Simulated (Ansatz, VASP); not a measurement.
HfN4H8 (Hf(NH2)4): VASP beside Ansatz

The input INCAR:

```
SYSTEM = HfH8N4
PREC = Accurate
ENCUT = 520
EDIFF = 1E-6
ISMEAR = 0
SIGMA = 0.01
LREAL = .FALSE.
LASPH = .TRUE.
NELM = 100
ALGO = Normal
ISIF = 2
LWAVE = .FALSE.
LCHARG = .TRUE.
GGA = PE
LELF = .TRUE.
LVHAR = .TRUE.
NBANDS = 31
```

File KPOINTS:

```
regular mesh
0
G
  1 1 1
  0 0 0
```

File POSCAR:

```
HfH8N4
1.0
   13.1400000000      0.0000000000      0.0000000000
    0.0000000000     13.4800000000      0.0000000000
    0.0000000000      0.0000000000     13.4800000000
Hf N H
1 4 8
Direct
    0.4998546400      0.5001528200      0.5001587500
    0.5918576900      0.5914028200      0.5838575700
    0.4078485500      0.4164554900      0.5914072700
    0.5918576900      0.4089035600      0.4164599400
    0.4078485500      0.5838508900      0.4089102400
    0.6572465800      0.5672537100      0.6182344200
    0.5863325700      0.6664784900      0.5955749300
    0.4133888900      0.4047255200      0.6664896100
    0.3424657500      0.3820734400      0.5672589000
    0.5863325700      0.3338278900      0.4047425800
    0.6572465800      0.4330526700      0.3820830900
    0.3424657500      0.6182329400      0.4330586100
    0.4133888900      0.5955808600      0.3338278900
```

Input for Ansatz:

```yaml
crystal:
  lattice:
    - [13.14, 0.0, 0.0]
    - [0.0, 13.48, 0.0]
    - [0.0, 0.0, 13.48]
  atoms:
    - { symbol: Hf, position: [0.49985464, 0.50015282, 0.50015875] }
    - { symbol: "N", position: [0.59185769, 0.59140282, 0.58385757] }
    - { symbol: H, position: [0.65724658, 0.56725371, 0.61823442] }
    - { symbol: H, position: [0.58633257, 0.66647849, 0.59557493] }
    - { symbol: "N", position: [0.40784855, 0.41645549, 0.59140727] }
    - { symbol: H, position: [0.41338889, 0.40472552, 0.66648961] }
    - { symbol: H, position: [0.34246575, 0.38207344, 0.5672589] }
    - { symbol: "N", position: [0.59185769, 0.40890356, 0.41645994] }
    - { symbol: H, position: [0.58633257, 0.33382789, 0.40474258] }
    - { symbol: H, position: [0.65724658, 0.43305267, 0.38208309] }
    - { symbol: "N", position: [0.40784855, 0.58385089, 0.40891024] }
    - { symbol: H, position: [0.34246575, 0.61823294, 0.43305861] }
    - { symbol: H, position: [0.41338889, 0.59558086, 0.33382789] }
basis:
  ecutwfc: 420
  ecutrho_ratio: 4
kpoints:
  mp_grid: { grid: [1, 1, 1] }
hamiltonian:
  xc: pbe
scf:
  occupations: { method: gaussian, width: 0.01 }
output:
  forces: true
  eigenvalues: true
  populations: true
```

Alike in both runs: task single point; functional PBE; k mesh 1 × 1 × 1; occupations gaussian, width 0.01 eV; no spin polarisation.

```csv
,VASP,Ansatz
version,VASP 6.6.1,Ansatz 0.2.0
potentials or method,"VASP PAW PBE potentials, release 64 (Hf_pv, N, H)","scalar-relativistic, plane waves, PAW"
plane-wave cutoff (eV),520,420
valence electrons in the cell,38,54
```

|  | VASP | Ansatz | Ansatz less VASP |
| --- | --- | --- | --- |
| gap on the k mesh at the Fermi level (eV) | 4.37 | 4.37 | 0.000 |
| rms of the force components (eV/Å) | 0.174 | 0.176 | +0.0024 |

With one functional, cell and mesh, what is left measures potentials, basis and numerics. The two sets of potentials don't hold the same shells in valence. Ansatz warned: «structure_snapped_to_symmetry».

Caveats: spin-orbit coupling is left out, which moves the levels of the heavy elements.
